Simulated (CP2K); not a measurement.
AlAu under changes of volume

One of the cells (16.755 Å³/atom); the others are scaled copies at fixed shape and fractional positions:

```xyz
2
Lattice="3.2239 0.0000 0.0000 0.0000 3.2239 0.0000 0.0000 0.0000 3.2239" Properties=species:S:1:pos:R:3 pbc="T T T"
Au    1.6120    1.6120    1.6120
Al    0.0000    0.0000    0.0000
```

The cell comes from a database or a generator and needn't be the stable form of this composition.

| Item | Value |
| --- | --- |
| Program | CP2K 2026.2 |
| Functional | LDA |
| Potentials or basis | GTH_POTENTIALS Au GTH-PADE-q11, Al GTH-PADE-q3; TZVP-MOLOPT-PBE-GTH basis |
| Density cutoff | 6803 eV |
| k mesh | 8 × 8 × 8 |
| Occupations | fermi-dirac, width 0.05 eV |
| Spin | no spin polarisation |

```tsv
volume (Å³/atom)	energy over the lowest point (meV/atom)	pressure (GPa)
15.749	0.00	0.9
16.084	0.89	-1.8
16.419	7.31	-4.2
16.755	?	?
17.090	33.37	-7.9
17.425	51.33	-9.4
17.760	72.28	-10.7
```

Question: What does the run at 16.755 Å³/atom give?

Answer: Energy over the lowest point 18.46 meV/atom; pressure -6.2 GPa.

Worked out: A Birch-Murnaghan fit of order 3 (a polynomial in V^(-2/3)) to the other rows has its minimum at 15.86 Å³/atom with B0 = V·E''(V) = 138 GPa and B' = 6.9. It gives 18.38 meV/atom at 16.755 Å³/atom, against the run's 18.46, and -dE/dV = -6.3 GPa, against -6.2.

Energies are extrapolated to zero smearing.

Caveats: with these potentials and basis sets, volumes of gold and of layered tellurides can stand 1.5 % and more from those of plane-wave programs; the basis of atomic orbitals isn't converged, which shifts pressures, moduli and gaps.
